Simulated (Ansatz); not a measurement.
Runs of Ansatz 0.2.0 on Mg. It takes space group P6_3/mmc (No. 194, hexagonal). The conventional cell has a = 3.177 Å, b = 3.177 Å, c = 10.319 Å, α = 90.00°, β = 90.00°, γ = 120.00°. Mg (site symmetry -6m2) is surrounded by 12 Mg at 3.17 to 3.18 Å. Mg (site symmetry -3m) has 12 Mg at 3.17 to 3.18 Å as nearest neighbours. 

| task | level | cell | cutoff (eV) | smearing | points for each segment of the path | gap on the mesh (eV) | pressure (GPa) |
| --- | --- | --- | --- | --- | --- | --- | --- |
| single point | PBE | as given | 420 | gaussian 0.026 eV | - | none | 1.0 |
| single point | PBE | as given | 420 | gaussian 0.021 eV | - | none | 1.0 |
| single point | PBE | as given | 420 | gaussian 0.024 eV | - | none | 1.0 |
| band structure | r2SCAN | as given | 500 | fermi-dirac 0.05 eV | 14 | none | 0.2 |
| single point | PBE | as given | 420 | gaussian 0.014 eV | - | none | 1.0 |
| single point | PBE | as given | 420 | gaussian 0.013 eV | - | none | 1.0 |
| single point | PBE | as given | 420 | gaussian 0.023 eV | - | none | 1.0 |
| band structure | RPBE | as given | 420 | fermi-dirac 0.05 eV | 14 | none | (a) |
| relaxation of cell and atoms | revPBE | relaxed | 420 | fermi-dirac 0.05 eV | - | - | 0.0 |
| single point | PBE | as given | 420 | gaussian 0.022 eV | - | none | 1.0 |
| single point | PBE | as given | 420 | gaussian 0.017 eV | - | none | 1.0 |
| single point | PBE | as given | 420 | gaussian 0.019 eV | - | none | 1.0 |

Alike in all rows: potentials or basis Ansatz PAW; no spin polarisation; k mesh 10 × 10 × 3.

Problem. Fill in the values left out.

Solution. (a) 2.1.

Caveats: the PAW data sets come from PBE, with cores solved anew for the run's functional, which leaves a small shift of forces and pressure (some runs); the plane-wave basis is chosen anew once the cell has moved, so the energies of steps on either side of that aren't comparable (some runs).

A gap of «none» marks a metal or a gap under the smearing width.
